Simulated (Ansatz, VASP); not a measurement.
## Pb in VASP and in Ansatz

```xyz
1
Lattice="0.0000 2.5176 2.5176 2.5176 0.0000 2.5176 2.5176 2.5176 0.0000" Properties=species:S:1:pos:R:3 pbc="T T T"
Pb    0.0000    0.0000    0.0000
```

Alike in both runs: task single point; functional PBE; k mesh 11 × 11 × 11; occupations methfessel-paxton of order 1, width 0.01 eV; no spin polarisation.

|  | VASP | Ansatz |
| --- | --- | --- |
| version | VASP 6.6.1 | Ansatz 0.2.0 |
| potentials or method | VASP PAW PBE potentials, release 64 (Pb_d) | plane waves (420 eV) with PAW, scalar-relativistic |
| plane-wave cutoff (eV) | 520 | 420 |
| valence electrons in the cell | 14 | 14 |

VASP gave:

* pressure (GPa): -0.2

Question: Which values does Ansatz return?

Answer: Pressure (GPa): -0.1.

Spin-orbit coupling is left out, which matters for the levels of Pb.
